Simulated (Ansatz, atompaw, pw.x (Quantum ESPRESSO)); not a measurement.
# pw.x on bcc Mo: one setting changed

Potential: PAW, atompaw 4.2.0.5, PBEsol; core [Ar] 3d10, reference 4s2 4p6 4d5 5s1 5p0; waves: 4s (bound): rc 1.65 bohr; 5s (bound): rc 2.80 bohr; 4p (bound): rc 1.90 bohr; 5p (bound, empty): rc 2.80 bohr; 4d (bound): rc 2.80 bohr; 4d channel at 1.41 Ry: rc 2.80 bohr; local part: vpsmatchnc scheme with l = 3 at -0.5 Ry, radius 2.05 bohr; core correction: smooth core density matched at 2.40 bohr; augmentation: besselshape compensation charge, radius 2.65 bohr; PAW radius 2.80 bohr; waves and projectors: custom polynom vanderbiltortho.

The reference run (k-mesh 15³, cutoffs 50/500 Ry, Fermi–Dirac 0.01 Ry, mixing_beta 0.4, conv_thr 1e-9, no spin) gives -2.37 GPa at 15.327 Å³/atom, where all-electron LAPW gives 0.24 GPa. This run, with its own iteration cap, changes degauss to 0.002.

```
&control
  calculation='scf', prefix='x', pseudo_dir='./', outdir='./tmp', tstress=.true., disk_io='none'
/
&system
  ibrav=0, nat=1, ntyp=1, ecutwfc=50, ecutrho=500, nbnd=15,
  occupations='smearing', smearing='fd', degauss=0.002
/
&electrons
  conv_thr=1e-09, mixing_beta=0.4, electron_maxstep=60
/
ATOMIC_SPECIES
Mo 1.0 Mo.UPF
CELL_PARAMETERS angstrom
  -1.56482481 1.56482481 1.56482481
  1.56482481 -1.56482481 1.56482481
  1.56482481 1.56482481 -1.56482481
ATOMIC_POSITIONS crystal
Mo 0.0000 0.0000 0.0000
K_POINTS automatic
15 15 15 0 0 0
```

```bash
pw.x < Mo.scf.in > Mo.scf.out
```

Question: How does the run end?

Answer: It converges in 8 iterations; the free energy moves by +20.0 meV/atom and the pressure by +0.10 GPa. In a metal, with Fermi–Dirac smearing, F lies below its zero-width value by a term in the square of the width.

```
Message from routine setup:
     using ibrav=0 with symmetry is DISCOURAGED, use correct ibrav instead
     lattice parameter (alat)  =       5.1218  a.u.
     unit-cell volume          =     103.4317 (a.u.)^3
     number of electrons       =        14.00
     number of Kohn-Sham states=           15
     kinetic-energy cutoff     =      50.0000  Ry
     charge density cutoff     =     500.0000  Ry
     scf convergence threshold =      1.0E-09
     Exchange-correlation= SLA PW PSX PSC
     number of k points=   120  Fermi-Dirac smearing, width (Ry)=  0.0020
     iteration #  1     ecut=    50.00 Ry     beta= 0.40
     total energy              =    -359.55269970 Ry
     estimated scf accuracy    <       0.14839334 Ry
     iteration #  2     ecut=    50.00 Ry     beta= 0.40
     total energy              =    -359.56153121 Ry
     estimated scf accuracy    <       0.01482550 Ry
     iteration #  3     ecut=    50.00 Ry     beta= 0.40
     total energy              =    -359.56397899 Ry
     estimated scf accuracy    <       0.00031967 Ry
     [... 2 iterations left out ...]
     iteration #  6     ecut=    50.00 Ry     beta= 0.40
     total energy              =    -359.56416837 Ry
     estimated scf accuracy    <       0.00000015 Ry
     iteration #  7     ecut=    50.00 Ry     beta= 0.40
     total energy              =    -359.56416843 Ry
     estimated scf accuracy    <          4.0E-09 Ry
     iteration #  8     ecut=    50.00 Ry     beta= 0.40
     the Fermi energy is    21.3065 ev
!    total energy              =    -359.56416843 Ry
     estimated scf accuracy    <          3.9E-10 Ry
     smearing contrib. (-TS)   =      -0.00014196 Ry
     The total energy is F=E-TS. E is the sum of the following terms:
     one-electron contribution =     -13.52855526 Ry
     hartree contribution      =      19.08665747 Ry
     xc contribution           =     -15.64997175 Ry
     ewald contribution        =    -120.60669069 Ry
     one-center paw contrib.   =    -228.86546625 Ry
     convergence has been achieved in   8 iterations
          total   stress  (Ry/bohr**3)                   (kbar)     P=      -22.73
     Message from routine punch:
     Nothing written, as per user request (disk_io='none')
```

The run took about 12 s on one core of a shared host (Intel(R) Xeon(R) 6975P-C, 192 threads, 378 GiB, load 75).
